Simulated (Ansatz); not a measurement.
Method: DFT, PBE, plane waves (420 eV) with PAW, scalar-relativistic (Ansatz 0.2.0).

An element in the bcc structure gives this curve. The cell is scaled uniformly from the relaxed one, with fractional coordinates and shape fixed. Energies are extrapolated to zero smearing, pressures are those at the given smearing. Magnetic state: spin not included.

```
V (Å³/atom)  E − E₀ (meV/atom)  P (GPa)
     21.946               67.1     8.25
     22.944               27.3     5.03
     23.942                5.9     2.31
     24.939                0.0     0.01
     25.937                7.3    -1.92
     26.934               25.7    -3.56
     27.932               53.3    -4.93
```

(1) Which element is it?
A. scandium
B. zirconium
C. cadmium
D. indium

Answers

(1) A. Its fit is V₀ = 24.86 Å³/atom, B₀ = 53 GPa, B₀′ = 3.2.
